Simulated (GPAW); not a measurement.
Input of a GPAW 26.7.0 run:

run.py

```python
from ase.dft.bandgap import bandgap
from ase.io import read, write
from gpaw import GPAW

atoms = read('GaAs.cif')

calc = GPAW(mode='lcao',
            h=0.2,
            basis='dzp',
            xc='PBE',
            kpts={'size': (8, 8, 8), 'gamma': True},
            occupations={'name': 'fermi-dirac', 'width': 0.05},
            convergence={'density': 1e-05, 'energy': 1e-05},
            maxiter=150,
            txt='gpaw.txt')
atoms.calc = calc
energy = atoms.get_potential_energy()
forces = atoms.get_forces()
calc.write('gs.gpw')
write('result.traj', atoms)
print(f'Energy: {energy:.6f} eV')
print('Forces (eV/A):')
print(forces.round(4))
print('Fermi level:', round(calc.get_fermi_level(), 4), 'eV')
print(f'Gap: {bandgap(calc)[0]:.4f} eV, direct: {bandgap(calc, direct=True)[0]:.4f} eV')

path = atoms.cell.bandpath('GXWKGLUWLK,UX', npoints=80, eps=1e-4)
bs_calc = calc.fixed_density(kpts=path, symmetry='off', txt='bands.txt')
bs = bs_calc.band_structure()
bs.write('bs.json')
print(f'Gap on the path: {bandgap(bs_calc)[0]:.4f} eV')
```

The input GaAs.cif:

```cif
data_GaAs
_cell_length_a 3.99776961
_cell_length_b 3.99776961
_cell_length_c 3.99776961
_cell_angle_alpha 60.00000000
_cell_angle_beta 60.00000000
_cell_angle_gamma 60.00000000
_space_group_name_H-M_alt 'P1'
_space_group_name_Hall 'P 1'
_space_group_IT_number 1
loop_
_space_group_symop_operation_xyz
'x,y,z'
loop_
_atom_site_label
_atom_site_type_symbol
_atom_site_symmetry_multiplicity
_atom_site_Wyckoff_symbol
_atom_site_fract_x
_atom_site_fract_y
_atom_site_fract_z
_atom_site_occupancy
As1 As 1 a 0.7500000000 0.7500000000 0.7500000000 1
Ga1 Ga 1 a 0.0000000000 0.0000000000 0.0000000000 1
```

Potentials or basis: GPAW PAW data sets (gpaw-data 1.2.1), lcao:dzp.

Launch:

```bash
$ OMP_NUM_THREADS=1 python run.py
```

Estimate the band gap on the k mesh.

0.58 eV, direct.

Estimate the band gap along the path.

0.58 eV, direct.

Levels at the corners of the path, in eV from the valence-band top:
```tsv
point	band 1	band 2	band 3	band 4	band 5	band 6	band 7
Γ	-12.73	0.00	0.00	0.00	0.58	3.88	3.88
X	-10.36	-6.82	-2.69	-2.69	1.54	1.80	10.43
W	-10.31	-6.63	-3.56	-3.36	4.80	4.90	5.61
K	-10.40	-6.63	-3.88	-2.27	2.06	4.82	8.30
Γ	-12.73	0.00	0.00	0.00	0.58	3.88	3.88
L	-11.08	-6.65	-1.15	-1.15	1.06	5.02	5.02
U	-10.40	-6.63	-3.88	-2.27	2.06	4.82	8.30
W	-10.31	-6.63	-3.56	-3.36	4.80	4.90	5.61
L	-11.08	-6.65	-1.15	-1.15	1.06	5.02	5.02
K	-10.40	-6.63	-3.88	-2.27	2.06	4.82	8.30
U	-10.40	-6.63	-3.88	-2.27	2.06	4.82	8.30
X	-10.36	-6.82	-2.69	-2.69	1.54	1.80	10.43
```

Caveat: the real-space grid adds noise to forces; the basis of atomic orbitals isn't converged, which shifts pressures, moduli and gaps.

**What was measured.**

“Evidence of valence band perturbations in GaAsN/GaAs(001): A combined variable-angle spectroscopic ellipsometry and modulated photoreflectance investigation”, 2008, arxiv:0805.2212 reports, for a bulk crystal of GaAs at 300 K: band gap 1.418 ± 0.005 eV (direct).

Measured gap of GaAs: 1.418 eV (direct; 300 K; “Evidence of valence band perturbations in GaAsN/GaAs(001): A combined variable-angle spectroscopic ellipsometry and modulated photoreflectance investigation”, 2008, arxiv:0805.2212). This calculation gives 0.58 eV (-0.84 eV). 3 values of this kind are on record (1.412 to 1.51 eV); this one was drawn at random among those near their median, those with a stated uncertainty first. Spin-orbit coupling on As, Ga is left out. The value is that of PBE in an atomic basis (GPAW PAW data sets (gpaw-data 1.2.1), lcao:dzp), whose error adds to the functional's,, without temperature or zero-point motion. Semilocal functionals fall short of measured gaps as a rule.
